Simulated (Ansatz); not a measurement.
Pb:

```
Pb
1.0
     3.48000    0.00000    0.00000
    -1.74000    3.01377    0.00000
     0.00000    0.00000    5.59000
Pb
2
Direct
  0.66667 0.33333 0.75000
  0.33333 0.66667 0.25000
```

This isn't the form of Pb at room conditions, which is fcc.

- Program: Ansatz 0.2.0
- Task: relaxation of cell and atoms
- Functional: PBE
- Potentials or basis: all-electron LAPW, scalar-relativistic
- Basis error allowed: 0.001 eV/atom
- k mesh: 7 × 7 × 4
- Occupations: fermi-dirac, width 0.05 eV
- Spin: no spin polarisation

At the start: volume 29.31 Å³/atom.

Task: Where does the relaxation end?

Result: Over 5 steps the energy falls by 26.8 meV/atom and the volume is 31.73 Å³/atom (+8.2 %); space group P6_3/mmc (No. 194, to 0.05 Å).

Step by step:
```tsv
step	energy change (eV)	largest force (eV/Å)	volume (Å³)
1	0.0000	0.0000	58.63
2	-0.0523	0.0000	64.29
3	-0.0536	0.0000	63.61
4	-0.0537	0.0000	63.45
5	-0.0537	0.0000	63.45
```

Final structure:
```xyz
2
Lattice="3.5887 0.0000 0.0000 -1.7944 3.1079 0.0000 0.0000 0.0000 5.6891" Properties=species:S:1:pos:R:3 pbc="T T T"
Pb    1.7944    1.0360    4.2668
Pb    0.0000    2.0720    1.4223
```

Caveat: the k mesh is thin for a metal, which can move the energy by tens of meV per atom.
